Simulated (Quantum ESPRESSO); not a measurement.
# HfC (Fm-3m) in Quantum ESPRESSO: a series of runs

One crystal, HfC, is run at these levels: PBEsol; tasks: single point, equation of state.

All numbers are computed with Quantum ESPRESSO 7.5; they aren't measurements. Logs are shortened: lines on timing, memory, paths and dates and some standing lists are left out, and cuts for length are marked.

## Step 1: The structure

Symmetry: Fm-3m, No. 225, cubic system. Conventional cell: a = 4.650 Å, b = 4.650 Å, c = 4.650 Å, α = 90.00°, β = 90.00°, γ = 90.00°. Around Hf (site symmetry m-3m) lie 6 C at 2.33 Å. C (site symmetry m-3m) has 6 Hf at 2.33 Å as nearest neighbours.

## Step 2: Single point, PBEsol, 11.81 Å³/atom

The input, pw.in:

```
&CONTROL
  calculation = 'scf'
  prefix = 'pwscf'
  outdir = './tmp'
  pseudo_dir = './pseudo'
  tprnfor = .true.
  tstress = .true.
  disk_io = 'nowf'
/
&SYSTEM
  ibrav = 0
  nat = 2
  ntyp = 2
  ecutwfc = 82
  nbnd = 14
  occupations = 'smearing'
  smearing = 'fd'
  degauss = 0.00367493
/
&ELECTRONS
  conv_thr = 4d-10
  electron_maxstep = 120
  mixing_beta = 0.5
/
ATOMIC_SPECIES
Hf   178.4900 Hf.upf
C     12.0110 C.upf
CELL_PARAMETERS angstrom
   0.0000000000    2.2775377028    2.2775377028
   2.2775377028    0.0000000000    2.2775377028
   2.2775377028    2.2775377028    0.0000000000
ATOMIC_POSITIONS crystal
Hf     0.5000000000    0.5000000000    0.5000000000
C      0.0000000000    0.0000000000    0.0000000000
K_POINTS automatic
10 10 10 0 0 0
```

Potentials or basis: PseudoDojo 0.4.1 SR PBEsol standard.

Started as:

```console
OMP_NUM_THREADS=1 pw.x -in pw.in > pw.out
```

pw.out:

```text
This program is part of the open-source Quantum ESPRESSO suite
     for quantum simulation of materials; please cite
[... 9 lines left out ...]
     --------------------
     sticks:   dense  smooth     PW     G-vecs:    dense   smooth      PW
     Sum         847     847    253                16049    16049    2733

     Using Slab Decomposition

     bravais-lattice index     =            0
     lattice parameter (alat)  =       6.0867  a.u.
     unit-cell volume          =     159.4496 (a.u.)^3
     number of atoms/cell      =            2
     number of atomic types    =            2
     number of electrons       =        16.00
     number of Kohn-Sham states=           14
     kinetic-energy cutoff     =      82.0000  Ry
     charge density cutoff     =     328.0000  Ry
     scf convergence threshold =      4.0E-10
     mixing beta               =       0.5000
     number of iterations used =            8  plain     mixing
     Exchange-correlation= PBESOL
                           (   1   4  10   8   0   0   0)

     celldm(1)=   6.086666  celldm(2)=   0.000000  celldm(3)=   0.000000
     celldm(4)=   0.000000  celldm(5)=   0.000000  celldm(6)=   0.000000

     crystal axes: (cart. coord. in units of alat)
               a(1) = (   0.000000   0.707107   0.707107 )
               a(2) = (   0.707107   0.000000   0.707107 )
               a(3) = (   0.707107   0.707107   0.000000 )

     reciprocal axes: (cart. coord. in units 2 pi/alat)
               b(1) = ( -0.707107  0.707107  0.707107 )
               b(2) = (  0.707107 -0.707107  0.707107 )
               b(3) = (  0.707107  0.707107 -0.707107 )

     PseudoPot. # 1 for Hf read from file:
     Hf.upf
     Pseudo is Norm-conserving + core correction, Zval = 12.0
     Generated using ONCVPSP code by D. R. Hamann
     Using radial grid of 1656 points,  8 beta functions with:
                l(1) =   0
                l(2) =   0
                l(3) =   1
                l(4) =   1
                l(5) =   2
                l(6) =   2
                l(7) =   3
                l(8) =   3

     PseudoPot. # 2 for C  read from file:
     C.upf
     Pseudo is Norm-conserving + core correction, Zval =  4.0
     Generated using ONCVPSP code by D. R. Hamann
     Using radial grid of 1248 points,  4 beta functions with:
                l(1) =   0
                l(2) =   0
                l(3) =   1
                l(4) =   1

     atomic species   valence    mass     pseudopotential
     Hf               12.00   178.49000     Hf( 1.00)
     C                 4.00    12.01100     C ( 1.00)

     48 Sym. Ops., with inversion, found

   Cartesian axes

     site n.     atom                  positions (alat units)
         1        Hf     tau(   1) = (   0.7071068   0.7071068   0.7071068  )
         2        C      tau(   2) = (   0.0000000   0.0000000   0.0000000  )

     number of k points=    47  Fermi-Dirac smearing, width (Ry)=  0.0037
                       cart. coord. in units 2pi/alat
        k(    1) = (   0.0000000   0.0000000   0.0000000), wk =   0.0020000
        k(    2) = (   0.0707107   0.0707107  -0.0707107), wk =   0.0160000
        k(    3) = (   0.1414214   0.1414214  -0.1414214), wk =   0.0160000
        k(    4) = (   0.2121320   0.2121320  -0.2121320), wk =   0.0160000
        k(    5) = (   0.2828427   0.2828427  -0.2828427), wk =   0.0160000
        k(    6) = (  -0.3535534  -0.3535534   0.3535534), wk =   0.0080000
[... 39 lines left out ...]
        k(   46) = (  -0.0707107  -0.3535534   0.6363961), wk =   0.0480000
        k(   47) = (  -0.7071068   0.2828427   0.0000000), wk =   0.0240000

     Dense  grid:    16049 G-vectors     FFT dimensions: (  36,  36,  36)

     Initial potential from superposition of free atoms

     starting charge      15.9983, renormalised to      16.0000
     Starting wfcs are   14 randomized atomic wfcs

     Self-consistent Calculation

     iteration #  1     ecut=    82.00 Ry     beta= 0.50
     Davidson diagonalization with overlap
     ethr =  1.00E-02,  avg # of iterations =  3.2

     total energy              =    -124.71839690 Ry
     estimated scf accuracy    <       0.53878092 Ry

     iteration #  2     ecut=    82.00 Ry     beta= 0.50
     Davidson diagonalization with overlap
     ethr =  3.37E-03,  avg # of iterations =  2.1

     total energy              =    -124.88671957 Ry
     estimated scf accuracy    <       0.20021353 Ry

     iteration #  3     ecut=    82.00 Ry     beta= 0.50
     Davidson diagonalization with overlap
     ethr =  1.25E-03,  avg # of iterations =  1.5

     total energy              =    -124.91912480 Ry
     estimated scf accuracy    <       0.00285532 Ry

     iteration #  4     ecut=    82.00 Ry     beta= 0.50
     Davidson diagonalization with overlap
     ethr =  1.78E-05,  avg # of iterations =  4.5

     total energy              =    -124.92014722 Ry
     estimated scf accuracy    <       0.00148229 Ry

     iteration #  5     ecut=    82.00 Ry     beta= 0.50
     Davidson diagonalization with overlap
     ethr =  9.26E-06,  avg # of iterations =  1.2
[... 22 lines left out ...]
     total energy              =    -124.92025317 Ry
     estimated scf accuracy    <          3.0E-09 Ry

     iteration #  9     ecut=    82.00 Ry     beta= 0.50
     Davidson diagonalization with overlap
     ethr =  1.91E-11,  avg # of iterations =  4.0

     total energy              =    -124.92025318 Ry
     estimated scf accuracy    <          5.0E-09 Ry

     iteration # 10     ecut=    82.00 Ry     beta= 0.50
     Davidson diagonalization with overlap
     ethr =  1.91E-11,  avg # of iterations =  2.0

     total energy              =    -124.92025319 Ry
     estimated scf accuracy    <          3.2E-09 Ry

     iteration # 11     ecut=    82.00 Ry     beta= 0.50
     Davidson diagonalization with overlap
     ethr =  1.91E-11,  avg # of iterations =  2.0

     End of self-consistent calculation

          k = 0.0000 0.0000 0.0000 (  1989 PWs)   bands (ev):

   -44.3862 -12.8293 -12.8293 -12.8293   3.7472  17.4350  17.4350  17.4350
    17.7172  17.7172  17.7172  19.9109  19.9109  23.8894

          k = 0.0707 0.0707-0.0707 (  2004 PWs)   bands (ev):

   -44.3809 -12.9186 -12.8375 -12.8375   4.0244  15.9628  16.3506  16.3506
    18.1666  18.1666  18.5931  21.1043  21.1043  24.4213

          k = 0.1414 0.1414-0.1414 (  1994 PWs)   bands (ev):

   -44.3671 -13.1449 -12.8589 -12.8589   4.7950  14.1242  15.0186  15.0186
    18.9680  18.9680  19.1828  23.2417  23.2417  25.5423

          k = 0.2121 0.2121-0.2121 (  2006 PWs)   bands (ev):

   -44.3500 -13.4114 -12.8850 -12.8850   5.9048  12.3444  13.9837  13.9837
    19.9061  20.1388  20.1388  25.5119  25.5119  26.0961

          k = 0.2828 0.2828-0.2828 (  2000 PWs)   bands (ev):

   -44.3361 -13.6176 -12.9060 -12.9060   7.1430  10.7752  13.3418  13.3418
    21.0903  21.3924  21.3924  24.8901  27.5091  27.5091

          k =-0.3536-0.3536 0.3536 (  2006 PWs)   bands (ev):

   -44.3307 -13.6943 -12.9139 -12.9139   7.9384   9.8845  13.1249  13.1249
    22.0140  22.0140  22.5113  23.2031  28.5804  28.5804

          k = 0.1414-0.0000 0.0000 (  2017 PWs)   bands (ev):
[... 99 lines left out ...]
          k =-0.0000-0.4243 0.4243 (  1999 PWs)   bands (ev):

   -44.3211 -13.4471 -13.2918 -12.9673   7.0399  11.3976  13.5858  13.7224
    20.5100  21.1932  22.0088  24.2141  28.0267  28.4213

          k = 0.5657-0.0000 0.0000 (  1996 PWs)   bands (ev):

   -44.3194 -13.5232 -13.0957 -13.0957   5.7784  13.1351  14.5394  16.2052
    16.2052  21.7730  23.5222  23.5222  25.5951  27.3531

          k =-0.0707-0.6364 0.6364 (  2011 PWs)   bands (ev):

   -44.3141 -13.5518 -13.1522 -13.1039   5.8530  13.5476  14.0935  15.8808
    16.5591  22.6288  23.4344  23.4647  26.1211  26.5217

          k = 0.0000-0.5657 0.5657 (  2008 PWs)   bands (ev):

   -44.3129 -13.5016 -13.2600 -13.0749   6.1997  13.2069  13.6837  15.0585
    17.3383  22.8826  23.1563  24.3248  25.5554  27.7051

          k =-0.7071 0.0000 0.0000 (  2012 PWs)   bands (ev):

   -44.3123 -13.5857 -13.1234 -13.1234   5.6828  13.8349  14.3105  16.3519
    16.3519  22.0210  23.5940  23.5940  25.5080  26.5821

          k = 0.2828 0.1414 0.0000 (  1997 PWs)   bands (ev):

   -44.3561 -13.2182 -12.9666 -12.8854   5.3098  12.9739  14.8788  14.8799
    17.7700  20.7589  20.7887  21.9609  24.5381  27.2893

          k = 0.3536 0.2121-0.0707 (  1995 PWs)   bands (ev):

   -44.3411 -13.4009 -13.0314 -12.9125   6.1690  11.9918  13.9207  14.2983
    18.5209  21.2844  22.0516  23.3664  25.7892  28.0265

          k =-0.2828-0.4243 0.5657 (  1996 PWs)   bands (ev):

   -44.3290 -13.5514 -13.0638 -12.9464   7.0022  11.1236  13.4560  13.7920
    19.5395  21.9511  22.3624  25.0999  25.9455  28.6386

          k =-0.2121-0.3536 0.4950 (  2006 PWs)   bands (ev):

   -44.3244 -13.6087 -13.0719 -12.9625   7.3917  10.7243  13.4005  13.5307
    20.6580  21.1831  22.6075  25.5288  27.2241  27.7927

          k = 0.4243 0.1414-0.0000 (  2006 PWs)   bands (ev):

   -44.3355 -13.3935 -13.0628 -12.9879   6.0165  12.1890  14.3969  14.9115
    17.3023  21.9661  22.5695  22.9837  25.2278  29.0909

          k =-0.2121-0.4950 0.6364 (  1999 PWs)   bands (ev):

   -44.3244 -13.4832 -13.1399 -13.0189   6.4850  12.0397  13.7821  14.3798
    18.1595  22.4883  22.9116  23.8331  26.2394  28.8931

          k =-0.1414-0.4243 0.5657 (  2005 PWs)   bands (ev):
[... 9 lines left out ...]
          k = 0.0000-0.2828 0.4243 (  1996 PWs)   bands (ev):

   -44.3290 -13.4502 -13.1661 -12.9481   6.7197  11.5837  13.7567  13.7998
    19.3415  22.1454  22.1819  23.4275  26.5707  28.8055

          k =-0.1414-0.5657 0.7071 (  2000 PWs)   bands (ev):

   -44.3187 -13.5062 -13.1398 -13.0879   6.0553  12.9523  14.0809  15.0915
    17.2143  22.7017  23.1237  23.4728  26.2933  27.3763

          k =-0.0707-0.4950 0.6364 (  2004 PWs)   bands (ev):

   -44.3140 -13.4876 -13.2391 -13.0941   6.3145  13.0564  13.6904  14.4753
    18.0445  22.2446  23.4261  24.0084  25.9094  28.1878

          k = 0.0000-0.4243 0.5657 (  1999 PWs)   bands (ev):

   -44.3147 -13.3919 -13.3698 -13.0542   6.6798  12.3311  13.5842  14.0955
    19.1593  21.3054  23.1785  24.7714  25.8606  29.7220

          k =-0.7071 0.1414 0.0000 (  2014 PWs)   bands (ev):

   -44.3123 -13.5430 -13.1690 -13.1298   5.9454  13.7514  13.9619  15.0675
    17.2568  22.9767  22.9855  23.5997  25.7987  27.1299

          k =-0.1414-0.4243 0.7071 (  1994 PWs)   bands (ev):

   -44.3169 -13.4551 -13.2537 -13.0681   6.6150  12.3724  13.6659  13.9813
    19.1556  21.3972  23.3397  23.9251  26.4569  29.1127

          k =-0.0707-0.3536 0.6364 (  1996 PWs)   bands (ev):

   -44.3140 -13.4149 -13.3178 -13.0960   6.6634  12.5321  13.5828  13.8921
    20.1645  20.2065  23.4406  24.5858  25.5456  30.4844

          k =-0.7071 0.2828 0.0000 (  1990 PWs)   bands (ev):

   -44.3123 -13.4297 -13.2869 -13.1401   6.4514  13.4482  13.6109  13.6339
    19.1301  21.2649  23.6091  23.8569  25.4720  29.7302

     the Fermi energy is    16.3809 ev

!    total energy              =    -124.92025319 Ry
     estimated scf accuracy    <          1.0E-10 Ry
     smearing contrib. (-TS)   =      -0.00019030 Ry
     internal energy E=F+TS    =    -124.92006289 Ry

     The total energy is F=E-TS. E is the sum of the following terms:
     one-electron contribution =      -7.32895108 Ry
     hartree contribution      =      12.51817140 Ry
     xc contribution           =     -32.73389025 Ry
     ewald contribution        =     -97.37539296 Ry

     convergence has been achieved in  11 iterations

     Forces acting on atoms (cartesian axes, Ry/au):

     atom    1 type  1   force =    -0.00000000    0.00000000    0.00000000
     atom    2 type  2   force =    -0.00000000   -0.00000000   -0.00000000

     Total force =     0.000000     Total SCF correction =     0.000000

     Computing stress (Cartesian axis) and pressure

          total   stress  (Ry/bohr**3)                   (kbar)     P=       96.43
   0.00065548  -0.00000000  -0.00000000           96.43       -0.00       -0.00
  -0.00000000   0.00065548  -0.00000000           -0.00       96.43       -0.00
  -0.00000000  -0.00000000   0.00065548           -0.00       -0.00       96.43

=------------------------------------------------------------------------------=
   JOB DONE.
=------------------------------------------------------------------------------=
```

It took 24 s on 1 thread of Arm Neoverse V1, shared host; peak memory 0.09 GiB.

Results:

- Free energy: -1699.6266 eV
- Pressure: 9.6 GPa
- Band gap on the k mesh: none (metal or under the smearing width)

## Step 3: Single point, PBEsol, 12.07 Å³/atom

Changes to pw.in since step 2:

```diff
@@ -28,5 +28,5 @@
 CELL_PARAMETERS angstrom
-   0.0000000000    2.2775377028    2.2775377028
-   2.2775377028    0.0000000000    2.2775377028
-   2.2775377028    2.2775377028    0.0000000000
+   0.0000000000    2.2935772291    2.2935772291
+   2.2935772291    0.0000000000    2.2935772291
+   2.2935772291    2.2935772291    0.0000000000
 ATOMIC_POSITIONS crystal
```

Potentials or basis: PseudoDojo 0.4.1 SR PBEsol standard.

Started as:

```console
OMP_NUM_THREADS=1 pw.x -in pw.in > pw.out
```

Run time: 24 s. Hardware: 1 thread of Arm Neoverse V1, shared host; peak memory 0.09 GiB.

Results (log left out):

* Free energy: -1699.6477 eV
* Pressure: 3.8 GPa
* Band gap on the k mesh: none (metal or under the smearing width)

## Step 4: Single point, PBEsol, 12.32 Å³/atom

Changes to pw.in since step 3:

```diff
@@ -28,5 +28,5 @@
 CELL_PARAMETERS angstrom
-   0.0000000000    2.2935772291    2.2935772291
-   2.2935772291    0.0000000000    2.2935772291
-   2.2935772291    2.2935772291    0.0000000000
+   0.0000000000    2.3093955030    2.3093955030
+   2.3093955030    0.0000000000    2.3093955030
+   2.3093955030    2.3093955030    0.0000000000
 ATOMIC_POSITIONS crystal
```

Started as:

```console
OMP_NUM_THREADS=1 pw.x -in pw.in > pw.out
```

Wall time 25 s (1 thread of Arm Neoverse V1, shared host); peak memory 0.09 GiB.

The run converged. Its results:

| Item | Value |
| --- | --- |
| Free energy | -1699.6514 eV |
| Pressure | -1.5 GPa |
| Band gap on the k mesh | none (metal or under the smearing width) |

## Step 5: Single point, PBEsol, 12.57 Å³/atom

Changes to pw.in since step 4:

```diff
@@ -28,5 +28,5 @@
 CELL_PARAMETERS angstrom
-   0.0000000000    2.3093955030    2.3093955030
-   2.3093955030    0.0000000000    2.3093955030
-   2.3093955030    2.3093955030    0.0000000000
+   0.0000000000    2.3250000000    2.3250000000
+   2.3250000000    0.0000000000    2.3250000000
+   2.3250000000    2.3250000000    0.0000000000
 ATOMIC_POSITIONS crystal
```

Started as:

```console
OMP_NUM_THREADS=1 pw.x -in pw.in > pw.out
```

It took 26 s on 1 thread of Arm Neoverse V1, shared host; peak memory 0.09 GiB.

The run converged. Its results:

| Quantity | Value |
| --- | --- |
| Free energy | -1699.6394 eV |
| Pressure | -6.2 GPa |
| Band gap on the k mesh | none (metal or under the smearing width) |

## Step 6: Single point, PBEsol, 12.82 Å³/atom

Changes to pw.in since step 5:

```diff
@@ -28,5 +28,5 @@
 CELL_PARAMETERS angstrom
-   0.0000000000    2.3250000000    2.3250000000
-   2.3250000000    0.0000000000    2.3250000000
-   2.3250000000    2.3250000000    0.0000000000
+   0.0000000000    2.3403977997    2.3403977997
+   2.3403977997    0.0000000000    2.3403977997
+   2.3403977997    2.3403977997    0.0000000000
 ATOMIC_POSITIONS crystal
```

Potentials or basis: PseudoDojo 0.4.1 SR PBEsol standard.

Started as:

```console
OMP_NUM_THREADS=1 pw.x -in pw.in > pw.out
```

It took 29 s on 1 thread of Arm Neoverse V1, shared host; peak memory 0.09 GiB.

The run converged. Its results:

| Item | Value |
| --- | --- |
| Free energy | -1699.6131 eV |
| Pressure | -10.5 GPa |
| Band gap on the k mesh | none (metal or under the smearing width) |

## Step 7: Single point, PBEsol, 13.07 Å³/atom

Changes to pw.in since step 6:

```diff
@@ -28,5 +28,5 @@
 CELL_PARAMETERS angstrom
-   0.0000000000    2.3403977997    2.3403977997
-   2.3403977997    0.0000000000    2.3403977997
-   2.3403977997    2.3403977997    0.0000000000
+   0.0000000000    2.3555956139    2.3555956139
+   2.3555956139    0.0000000000    2.3555956139
+   2.3555956139    2.3555956139    0.0000000000
 ATOMIC_POSITIONS crystal
```

Started as:

```console
OMP_NUM_THREADS=1 pw.x -in pw.in > pw.out
```

It took 30 s on 1 thread of Arm Neoverse V1, shared host; peak memory 0.09 GiB.

Results (log left out):

```yaml
Free_energy: -1699.5740 eV
Pressure: -14.4 GPa
Band_gap_on_the_k_mesh: none (metal or under the smearing width)
```

## Step 8: Single point, PBEsol, 13.32 Å³/atom

Changes to pw.in since step 7:

```diff
@@ -28,5 +28,5 @@
 CELL_PARAMETERS angstrom
-   0.0000000000    2.3555956139    2.3555956139
-   2.3555956139    0.0000000000    2.3555956139
-   2.3555956139    2.3555956139    0.0000000000
+   0.0000000000    2.3705998121    2.3705998121
+   2.3705998121    0.0000000000    2.3705998121
+   2.3705998121    2.3705998121    0.0000000000
 ATOMIC_POSITIONS crystal
```

Started as:

```console
OMP_NUM_THREADS=1 pw.x -in pw.in > pw.out
```

Run time: 30 s. Hardware: 1 thread of Arm Neoverse V1, shared host; peak memory 0.09 GiB.

It converged, with:

- Free energy: -1699.5234 eV
- Pressure: -17.9 GPa
- Band gap on the k mesh: none (metal or under the smearing width)

## Step 9: Equation of state, PBEsol

Potentials or basis: PseudoDojo 0.4.1 SR PBEsol standard.

No new run: the results of the series are fitted here.

Results:

```
Equilibrium volume                      : 12.25 Å³/atom
Bulk modulus                            : 251 GPa
Pressure derivative of the bulk modulus : 4.0
```

Energy against volume, from the lowest point:
```tsv
volume (Å³/atom)	energy (meV/atom)
11.814	12.40
12.065	1.84
12.317	0.00
12.568	6.03
12.819	19.15
13.071	38.69
13.322	64.02
```
